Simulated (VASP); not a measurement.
# GaAs (F-43m) in VASP: further runs

Runs on GaAs. Level: LDA. Tasks: phonons, dielectric tensor.

All numbers are computed with VASP 6.6.1; they aren't measurements. Logs are shortened: lines on timing, memory, paths and dates and some standing lists are left out, and cuts for length are marked.

**The experiment to reproduce.**

“Evidence of valence band perturbations in GaAsN/GaAs(001): A combined variable-angle spectroscopic ellipsometry and modulated photoreflectance investigation”, 2008, arxiv:0805.2212 reports, for a bulk crystal of GaAs at 300 K: band gap 1.412 ± 0.01 eV (direct).

From a printed reference work, textbook, for a bulk crystal of GaAs at 300 K: high-frequency dielectric constant 10.89.

The runs below are set against these values where they give the same quantity.

## Step 1: The structure

It takes space group F-43m (No. 216, cubic). The conventional cell has a = 5.611 Å, b = 5.611 Å, c = 5.611 Å, α = 90.00°, β = 90.00°, γ = 90.00°. Around Ga (site symmetry -43m) lie 4 As at 2.43 Å. As (site symmetry -43m) is surrounded by 4 Ga at 2.43 Å.

## Step 2: Phonons, LDA

Contents of POSCAR:

```
GaAs
1.0
    0.0000000000      2.8053051464      2.8053051464
    2.8053051464      0.0000000000      2.8053051464
    2.8053051464      2.8053051464      0.0000000000
  Ga              As
     1     1
Direct
     0.0000000000000000    0.0000000000000000    0.0000000000000000
     0.2500000000000000    0.2500000000000000    0.2500000000000000
```

Contents of INCAR.step1:

```
PREC = Accurate
ENCUT = 600
EDIFF = 1E-8
ISMEAR = 0
SIGMA = 0.03
LREAL = F
LASPH = T
NELM = 80
ALGO = Fast
ISIF = 3
LWAVE = F
LCHARG = F
GGA = CA
IBRION = 2
NSW = 40
EDIFFG = -0.002
```

Contents of INCAR.step2:

```
PREC = Accurate
ENCUT = 600
EDIFF = 1E-8
ISMEAR = 0
SIGMA = 0.03
LREAL = F
LASPH = T
NELM = 80
ALGO = Fast
ISIF = 2
LWAVE = F
LCHARG = F
GGA = CA
IBRION = 6
NFREE = 2
POTIM = 0.015
NSW = 1
```

Contents of KPOINTS:

```
regular mesh
0
Gamma
  10 10 10
```

Potentials or basis: VASP PAW LDA potentials, release 64 (Ga_d, As).

Launch:

```
$ cat potpaw_LDA.64/Ga_d/POTCAR potpaw_LDA.64/As/POTCAR > POTCAR
$ cp INCAR.step1 INCAR
$ mpirun -np 1 vasp_std > vasp.out
$ cp CONTCAR POSCAR
$ cp INCAR.step2 INCAR
$ mpirun -np 1 vasp_std > vasp.out
```

OUTCAR:

```text
PREC = Accurate
   ENCUT = 600
   EDIFF = 1E-8
   ISMEAR = 0
   LREAL = F
   LASPH = T
   NELM = 80
   ISIF = 2
   GGA = CA
   IBRION = 6
   NFREE = 2
   POTIM = 0.015
   NSW = 1

 ion  position               nearest neighbor table
   1  0.000  0.000  0.000-   2 2.43   2 2.43   2 2.43   2 2.43
   2  0.250  0.250  0.250-   1 2.43   1 2.43   1 2.43   1 2.43

  LATTYP: Found a face centered cubic cell.
 ALAT       =     5.6106102928

  Lattice vectors:

 A1 = (   0.0000000000,   2.8053051464,   2.8053051464)
 A2 = (   2.8053051464,   0.0000000000,   2.8053051464)
 A3 = (   2.8053051464,   2.8053051464,   0.0000000000)

Analysis of symmetry for initial positions (statically):
=====================================================================
 Subroutine PRICEL returns:
 Original cell was already a primitive cell.

 Routine SETGRP: Setting up the symmetry group for a
 face centered cubic supercell.

 Subroutine GETGRP returns: Found 24 space group operations
 (whereof 24 operations were pure point group operations)
 out of a pool of 48 trial point group operations.

The static configuration has the point symmetry T_d .

Analysis of symmetry for dynamics (positions and initial velocities):
=====================================================================
 Subroutine PRICEL returns:
 Original cell was already a primitive cell.

 Routine SETGRP: Setting up the symmetry group for a
 face centered cubic supercell.

 Subroutine GETGRP returns: Found 24 space group operations
 (whereof 24 operations were pure point group operations)
 out of a pool of 48 trial point group operations.

The dynamic configuration has the point symmetry T_d .

 Subroutine INISYM returns: Found 24 space group operations
 (whereof 24 operations are pure point group operations),
 and found     1 'primitive' translations

----------------------------------------------------------------------------------------

                                     Primitive cell

  volume of cell :      44.1540

  direct lattice vectors                    reciprocal lattice vectors
     0.000000000  2.805305146  2.805305146    -0.178233730  0.178233730  0.178233730
     2.805305146  0.000000000  2.805305146     0.178233730 -0.178233730  0.178233730
     2.805305146  2.805305146  0.000000000     0.178233730  0.178233730 -0.178233730

  length of vectors
     3.967300585  3.967300585  3.967300585     0.308709876  0.308709876  0.308709876

  position of ions in fractional coordinates (direct lattice)
     0.000000000  0.000000000  0.000000000
     0.250000000  0.250000000  0.250000000

  ion indices of the primitive-cell ions
   primitive index   ion index
                 1           1
                 2           2

----------------------------------------------------------------------------------------

 KPOINTS: regular mesh

Automatic generation of k-mesh.
 Grid dimensions read from file:
 generate k-points for:   10   10   10

 Generating k-lattice:

  Cartesian coordinates                     Fractional coordinates (reciprocal lattice)
    -0.017823373  0.017823373  0.017823373     0.100000000  0.000000000  0.000000000
     0.017823373 -0.017823373  0.017823373     0.000000000  0.100000000  0.000000000
     0.017823373  0.017823373 -0.017823373     0.000000000  0.000000000  0.100000000

  Length of vectors
     0.030870988  0.030870988  0.030870988

  Shift w.r.t. Gamma in fractional coordinates (k-lattice)
     0.000000000  0.000000000  0.000000000

 Subroutine IBZKPT returns following result:
 ===========================================

 Found     47 irreducible k-points:

 Following reciprocal coordinates:
            Coordinates               Weight
  0.000000  0.000000  0.000000      1.000000
  0.100000  0.000000  0.000000      8.000000
  0.200000  0.000000  0.000000      8.000000
  0.300000  0.000000  0.000000      8.000000
  0.400000  0.000000  0.000000      8.000000
  0.500000  0.000000  0.000000      4.000000
[... 16 lines left out ...]
  0.300000  0.300000  0.000000      6.000000
  0.400000  0.300000  0.000000     24.000000
 [... further k-points ...]
   k-points           NKPTS =     47   k-points in BZ     NKDIM =     47   number of bands    NBANDS=     13
   number of dos      NEDOS =    301   number of ions     NIONS =      2
   total plane-waves  NPLWV =  32768
   dimension x,y,z NGX =    32 NGY =   32 NGZ =   32
   dimension x,y,z NGXF=    64 NGYF=   64 NGZF=   64
   ions per type =               1   1
   NGX,Y,Z   is equivalent  to a cutoff of  13.41, 13.41, 13.41 a.u.
   NGXF,Y,Z  is equivalent  to a cutoff of  26.82, 26.82, 26.82 a.u.
 SYSTEM =  unknown system
   PREC   = accura    normal or accurate (medium, high low for compatibility)
   ISTART =      0    job   : 0-new  1-cont  2-samecut
   ICHARG =      2    charge: 1-file 2-atom 10-const
   ISPIN  =      1    spin polarized calculation?
   LNONCOLLINEAR =      F non collinear calculations
   LSORBIT =      F    spin-orbit coupling
   LASPH  =      T    aspherical Exc in radial PAW
   ENCUT  =  600.0 eV  44.10 Ry    6.64 a.u.   7.92  7.92  7.92*2*pi/ulx,y,z
   NELM   =     80;   NELMIN=  2; NELMDL=  0     # of ELM steps
   EDIFF  = 0.1E-07   stopping-criterion for ELM
   LREAL  =      F    real-space projection
   EDIFFG = 0.1E-06   stopping-criterion for IOM
   NSW    =     61    number of steps for IOM
   IBRION =      6    ionic relax: 0-MD 1-quasi-New 2-CG
   NFREE  =      2    steps in history (QN), initial steepest desc. (CG)
   ISIF   =      2    stress and relaxation
   ISYM   =      2    0-nonsym 1-usesym 2-fastsym
   POTIM  = 0.0150    time-step for ionic-motion
   TEBEG  =    0.0;   TEEND  =   0.0 temperature during run
   PSTRESS=    0.0 pullay stress
   NELECT =      18.0000    total number of electrons
   NUPDOWN=      -1.0000    fix difference up-down
   EMIN   =  10.00;   EMAX   =-10.00  energy-range for DOS
   EFERMI =   0.00;   METHOD = LEGACY
   ISMEAR =     0;   SIGMA  =   0.03  broadening in eV -4-tet -1-fermi 0-gaus
   EFERMI_NEDOS =   21; number of points for ismear=-14 and -15
   IALGO  =     68    algorithm
   IMIX   =      4    mixing-type and parameters
     AMIX     =   0.40;   BMIX     =  1.00
     AMIX_MAG =   1.60;   BMIX_MAG =  1.00
  volume/ion in A,a.u.               =      22.08       148.98
  Fermi-wavevector in a.u.,A,eV,Ry     =   1.213879  2.293900 20.048230  1.473503
  Thomas-Fermi vector in A             =   2.349317
   LORBIT       =      0    0 simple, 1 ext, 2 COOP (PROOUT), +10 PAW based schemes
   GGA     = CA    functional components
   LHFCALC =     F    Hartree Fock is set to
   AEXX    =    0.0000 exact exchange contribution
   IVDW    =     0    specifies the selected vdW correction
   LEPSILON=     F    determine dielectric tensor
   LRPA    =     F    only Hartree local field effects (RPA)
 finite differences with symmetry
 non-spin polarized calculation
 RMM-DIIS sequential band-by-band and
 Gauss-broadening in eV      SIGMA  =   0.03
  energy-cutoff  :      600.00
  volume of cell :       44.15
 maximum number of plane-waves:      1490
   NGX = 15   NGY = 15   NGZ = 15

--------------------------------------- Ionic step        1  -------------------------------------------

 number of electron      18.0000006 magnetization

 Free energy of the ion-electron system (eV)
  ---------------------------------------------------
  ext. energy  EPLUGINS =         0.00000000
  ---------------------------------------------------
  free energy    TOTEN  =        -9.64108295 eV

  energy without entropy =       -9.64108295  energy(sigma->0) =       -9.64108295

------------------------ aborting loop because EDIFF is reached ----------------------------------------

  FORCE on cell =-STRESS in cart. coord.  units (eV):
  Direction    XX          YY          ZZ          XY          YZ          ZX
  --------------------------------------------------------------------------------------
  -------------------------------------------------------------------------------------
  Total       -0.0012803     -0.0012803     -0.0012803      0.0000000      0.0000000      0.0000000
  in kB       -0.0464554     -0.0464554     -0.0464554      0.0000000      0.0000000      0.0000000
  external PRESSURE =      -0.0464554 kB  Pullay stress =       0.0000000 kB
[... 129 lines left out ...]
  energy  without entropy=       -9.6400002044  energy(sigma->0) =       -9.64000020

--------------------------------------- Ionic step        5  -------------------------------------------

 number of electron      18.0000006 magnetization

 Free energy of the ion-electron system (eV)
  ---------------------------------------------------
  ext. energy  EPLUGINS =         0.00000000
  ---------------------------------------------------
  free energy    TOTEN  =        -9.64000021 eV

  energy without entropy =       -9.64000021  energy(sigma->0) =       -9.64000021

 E-fermi :   4.2121     XC(G=0): -10.0140

 val. band max:        4.0685776288   @ k =   0.0000   0.0000   0.0000
 cond. band min:       4.5277641001   @ k =   0.0000   0.0000   0.0000
 fundamental gap:      0.4591864713
 Fermi energy:         4.2121409278

 k-point     1 :       0.0000    0.0000    0.0000
  band No.  band energies     occupation
      1     -10.9519      2.00000
      2     -10.9501      2.00000
      3     -10.9478      2.00000
      4     -10.8660      2.00000
      5     -10.8660      2.00000
      6      -8.9091      2.00000
      7       3.9746      2.00000
      8       4.0226      2.00000
      9       4.0686      2.00000
     10       4.5278      0.00000
     11       7.6702      0.00000
     12       7.7012      0.00000
     13       7.7345      0.00000
[... 353 lines left out ...]
 k-point    24 :       0.4000    0.3000    0.0000
  band No.  band energies     occupation
      1     -11.0468      2.00000
      2     -10.9110      2.00000
      3     -10.9096      2.00000
      4     -10.8853      2.00000
      5     -10.8559      2.00000
      6      -7.1103      2.00000
      7      -1.7754      2.00000
      8       1.3507      2.00000
      9       1.6907      2.00000
     10       5.7433      0.00000
     11       6.7877      0.00000
     12      11.3423      0.00000
     13      12.0026      0.00000

 [... further k-points ...]
[... 5 lines left out ...]
  --------------------------------------------------------------------------------------
  -------------------------------------------------------------------------------------
  Total       -0.0001384      0.0023459      0.0023459      0.0000000      0.1142065      0.0000000
  in kB       -0.0050206      0.0851228      0.0851228      0.0000000      4.1441081      0.0000000
  external PRESSURE =       0.0550750 kB  Pullay stress =       0.0000000 kB
[... 17 lines left out ...]
  FREE ENERGIE OF THE ION-ELECTRON SYSTEM (eV)
  ---------------------------------------------------
  free  energy   TOTEN  =        -9.6400002061 eV

  energy  without entropy=       -9.6400002061  energy(sigma->0) =       -9.64000021

 INTERNAL STRAIN TENSORS FROM DISPLACED ATOMS
 ============================================

 INTERNAL STRAIN TENSOR FOR ION    1 for displacements in x,y,z  (eV/Angst):
          X           Y           Z          XY          YZ          ZX
  --------------------------------------------------------------------------------
  x     0.00000     0.00000     0.00000     0.00000     7.61998     0.00000
  y     0.00000     0.00000     0.00000     0.00000     0.00000     7.61998
  z     0.00000     0.00000     0.00000     7.61998     0.00000     0.00000

 INTERNAL STRAIN TENSOR FOR ION    2 for displacements in x,y,z  (eV/Angst):
          X           Y           Z          XY          YZ          ZX
  --------------------------------------------------------------------------------
  x    -0.00000    -0.00000    -0.00000     0.00000    -7.61765     0.00000
  y    -0.00000    -0.00000    -0.00000     0.00000     0.00000    -7.61765
  z    -0.00000    -0.00000    -0.00000    -7.61765     0.00000     0.00000

 Eigenvectors and eigenvalues of the dynamical matrix
 ----------------------------------------------------

   1 f  =    8.077766 THz    50.754102 2PiTHz  269.445276 cm-1    33.406941 meV
             X         Y         Z           dx          dy          dz
      0.000000  0.000000  0.000000    -0.000000   -0.720343   -0.000000
      1.402653  1.402653  1.402653     0.000000    0.693618    0.000000

   2 f  =    8.077766 THz    50.754102 2PiTHz  269.445276 cm-1    33.406941 meV
             X         Y         Z           dx          dy          dz
      0.000000  0.000000  0.000000     0.000000   -0.000000    0.720343
      1.402653  1.402653  1.402653     0.000000   -0.000000   -0.693618
[... 11 lines left out ...]
   5 f/i=    0.007458 THz     0.046858 2PiTHz    0.248763 cm-1     0.030843 meV
             X         Y         Z           dx          dy          dz
      0.000000  0.000000  0.000000     0.655908   -0.224689    0.020114
      1.402653  1.402653  1.402653     0.681181   -0.233347    0.020889

   6 f/i=    0.007458 THz     0.046858 2PiTHz    0.248763 cm-1     0.030843 meV
             X         Y         Z           dx          dy          dz
      0.000000  0.000000  0.000000    -0.033052   -0.034541    0.691968
      1.402653  1.402653  1.402653    -0.034326   -0.035872    0.718630

 ELASTIC MODULI CONTR FROM IONIC RELAXATION (kBar)
 Direction    XX          YY          ZZ          XY          YZ          ZX
 --------------------------------------------------------------------------------
 XX          -0.0000     -0.0000     -0.0000     -0.0000     -0.0000     -0.0000
 YY          -0.0000     -0.0000     -0.0000     -0.0000     -0.0000     -0.0000
 ZZ          -0.0000     -0.0000     -0.0000     -0.0000     -0.0000     -0.0000
 XY          -0.0000     -0.0000     -0.0000   -218.4645      0.0000     -0.0000
 YZ          -0.0000     -0.0000     -0.0000      0.0000   -218.4645      0.0000
 ZX          -0.0000     -0.0000     -0.0000     -0.0000      0.0000   -218.4645
 --------------------------------------------------------------------------------
```

Run time: 3 min. Hardware: 1 thread of Intel Xeon Platinum 8488C (Sapphire Rapids), shared host; peak memory 0.33 GiB.

Results:

| Quantity | Value |
| --- | --- |
| Highest phonon frequency at Γ, LO-TO splitting left out | 269 cm⁻¹ |

Phonon frequencies in cm⁻¹ (negative: imaginary):
| q point | frequencies |
| --- | --- |
| (0.000, 0.000, 0.000) | 0 0 0 269 269 269 |

[end of part 1 of 2]
